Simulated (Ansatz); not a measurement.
# Na: the cost of one run

Program: Ansatz 0.2.0. Level of theory: DFT, scalar-relativistic, functionals as named in each step. These are calculated values, not measurements.

1 further run of the same task is left out (it didn't finish). Runs told in other sessions of the task aren't counted.

## (1) The structure to begin with

It takes space group Im-3m (No. 229, cubic). Conventional cell: a = 4.235 Å, b = 4.235 Å, c = 4.235 Å, α = 90.00°, β = 90.00°, γ = 90.00°. Around Na (site symmetry m-3m) lie 8 Na at 3.67 Å.

Coordinates:

```xyz
1
Lattice="-2.1175 2.1175 2.1175 2.1175 -2.1175 2.1175 2.1175 2.1175 -2.1175" Properties=species:S:1:pos:R:3 pbc="T T T"
Na    0.0000    0.0000    0.0000
```

## (2) LDA, LAPW

Input file input.yaml:

```yaml
crystal:
  lattice:
    - [-2.1175, 2.1175, 2.1175]
    - [2.1175, -2.1175, 2.1175]
    - [2.1175, 2.1175, -2.1175]
  atoms:
    - { symbol: Na, position: [0.0, 0.0, 0.0] }
kpoints:
  mp_grid: { grid: [11, 11, 11] }
  band_path:
    path:
      - [0.0, 0.0, 0.0]
      - [0.5, -0.5, 0.5]
      - [0.0, 0.0, 0.5]
      - [0.0, 0.0, 0.0]
      - [0.25, 0.25, 0.25]
      - [0.5, -0.5, 0.5]
      - [0.25, 0.25, 0.25]
      - [0.0, 0.0, 0.5]
    npoints: 5
scf:
  occupations: { method: fermi_dirac, width: 0.03 }
hamiltonian:
  xc: lda
  pseudopotentials: { kind: all_electron, lapw: { basis_error: 0.0005 } }
output:
  forces: true
  stress: true
  eigenvalues: true
```

On the command line:

```console
> ansatz run input.yaml --threads 1 --pin off --max-ram 2048MiB --backend cpu --events-out ev --progress --plain --runs-dir out
```

Q: Estimate wall time and peak memory on 1 thread of Arm Neoverse V1, shared host.

About 2.3 s, with a peak of 0.19 GiB.
